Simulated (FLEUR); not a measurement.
**ZnS (Wurtzite-2H): equation of state with PBEsol**

Crystal: ZnS (Wurtzite-2H).

```
Zn S
1.0
     3.81100    0.00000    0.00000
    -1.90550    3.30042    0.00000
     0.00000    0.00000    6.23400
Zn S
2 2
Direct
  0.66667 0.33333 0.50000
  0.33333 0.66667 0.00000
  0.66667 0.33333 0.88500
  0.33333 0.66667 0.38500
```

- Program: FLEUR MaX-R8.1 (later development tree)
- Task: equation of state
- Functional: PBEsol
- Potentials or basis: all-electron
- Basis: FLAPW
- Kmax: 5.33 1/bohr
- k mesh: 8 × 8 × 5
- Occupations: fermi-dirac, width 0.05 eV
- Spin: no spin polarisation
- Gmax: 16.5 1/bohr
- Muffin-tin radii: Zn 2.09, S 1.84 bohr
- lmax: Zn 9, S 8
- lnonsphr: Zn 9, S 8
- Local orbitals a species: Zn 6, S 4

```yaml
Equilibrium_volume: 19.27 Å³/atom
Bulk_modulus_at_fixed_shape_and_positions: 78 GPa
Pressure_derivative_of_the_bulk_modulus: 4.5
```

Energy against volume, from the lowest point:
```tsv
volume (Å³/atom)	energy (meV/atom)
18.427	9.80
18.819	2.68
19.211	0.00
19.603	1.29
19.995	6.13
20.387	14.15
20.779	25.02
```

Caveat: the cell was scaled at fixed shape and fractional positions, which overstates the stiffness of a crystal with free parameters, most of all of layers and chains.
